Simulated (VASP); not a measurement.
A run of VASP 6.6.1:

INCAR

```
PREC = Accurate ; ENCUT = 520
EDIFF = 1E-6 ; ISMEAR = -1
SIGMA = 0.02 ; LREAL = F
LASPH = T ; NELM = 100
ALGO = Normal ; ISIF = 2
LWAVE = F ; LCHARG = F
GGA = PE ; NBANDS = 18
```

Contents of KPOINTS:

```
Automatic mesh
0
Gamma
  12 12 4
```

POSCAR

```
LiCl
1.0
    3.7306284281      0.0000000000      0.0000000000
   -1.8653142141      3.2308189908      0.0000000000
    0.0000000000      0.0000000000      6.4556775807
Li Cl
2 2
Direct
    0.3333333333      0.6666666667      0.0051503627
    0.6666666667      0.3333333333      0.5051503627
    0.3333333333      0.6666666667      0.3698496373
    0.6666666667      0.3333333333      0.8698496373
```

Potentials or basis: VASP PAW PBE potentials, release 64 (Li_sv, Cl).

The run is started by

```sh
$ cat potpaw_PBE.64/Li_sv/POTCAR potpaw_PBE.64/Cl/POTCAR > POTCAR
$ mpirun -np 1 vasp_std > vasp.out
```

Hardware: 1 thread of Intel(R) Xeon(R) 6975P-C (Granite Rapids), with other jobs on the host.

How long does it take, and how much memory?

Run time: 31 s on 1 thread of Intel(R) Xeon(R) 6975P-C (Granite Rapids), on a shared host, peak memory 0.2 GiB. Counts: scf iterations 14, k points 57.
